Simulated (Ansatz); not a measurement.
**Al under compression: one row to predict**

The cell was reached from a generator's guess, though it ends in a space group that the Crystallography Open Database lists for this formula.

The calculation used DFT PBE, scalar-relativistic, plane waves, PAW in Ansatz 0.2.0. Settings of the last relaxation (1-atom cell): 420 eV, 26×26×26 k points, Gaussian smearing of 0.10 eV, no spin polarisation.

```cif
data_structure
_symmetry_space_group_name_H-M 'P 1'
_symmetry_Int_Tables_number 1
_cell_length_a 2.8573
_cell_length_b 2.8573
_cell_length_c 2.8573
_cell_angle_alpha 60.000
_cell_angle_beta 60.000
_cell_angle_gamma 60.000
_cell_volume 16.50
loop_
_atom_site_label
_atom_site_type_symbol
_atom_site_fract_x
_atom_site_fract_y
_atom_site_fract_z
_atom_site_occupancy
Al1 Al 0.50000 0.50000 0.50000 1
```

The cell was set to several volumes, with shape and atoms relaxed at each where symmetry leaves them free. Pressure is positive in compression, and energies count from the lowest row. No row has a gap on its mesh.

| row | V (Å³/atom) | P (GPa) | ΔE (meV/atom) |
| --- | --- | --- | --- |
| 1 | 14.516 | 13.27 | 72.8 |
| 2 | 15.011 | 9.08 | 38.5 |
| 3 | 15.506 | ? | ? |
| 4 | 16.001 | 2.54 | 3.8 |
| 5 | 16.496 | 0.00 | 0.0 |
| 6 | 16.990 | -2.15 | 3.4 |
| 7 | 17.485 | -3.97 | 13.0 |
| 8 | 18.145 | -5.95 | 33.6 |

Q: Find B = −V·ΔP/ΔV from rows 4 and 6 and from rows 1 and 2, and from the two its slope B′ and its value B0 at zero pressure.

A: Rows 4 and 6 give −(16.001 + 16.990)/2 × (-2.15 − (2.54))/(16.990 − 16.001) = 78.2 GPa at a mean pressure of 0.20 GPa. Rows 1 and 2 give −(14.516 + 15.011)/2 × (9.08 − (13.27))/(15.011 − 14.516) = 125.0 GPa at a mean pressure of 11.18 GPa. So B′ = (125.0 − 78.2)/(11.18 − (0.20)) = 4.26 and B0 = 78.2 − 4.26 × (0.20) = 77.3 GPa. A third-order Birch–Murnaghan fit to all the energies gives B0 = 77.7 GPa and B′ = 4.5.

Q: Estimate the pressure and energy of row 3.

A: From row 5, V0 = 16.496 × (1 + (0.00)/77.3) = 16.496 Å³/atom. Murnaghan's form P = (B0/B′)·[(V0/V)^B′ − 1] gives (77.3/4.26) × [(16.496/15.506)^4.26 − 1] = 5.47 GPa; the computed pressure is 5.53 GPa, so the estimate is off by -0.06 GPa. The work of compression from row 4, with the mean of the two pressures, gives ΔE = 3.8 + (5.47 + 2.54)/2 × (16.001 − 15.506)/160.2 × 1000 = 16.2 meV/atom (1 eV/Å³ = 160.2 GPa); the computed value is 16.1 meV/atom.

All volumes keep the k mesh of the relaxed cell. This cell was reached by moving the atoms of another relaxed cell at random and relaxing again, last within the group found; it had no such test of its own.
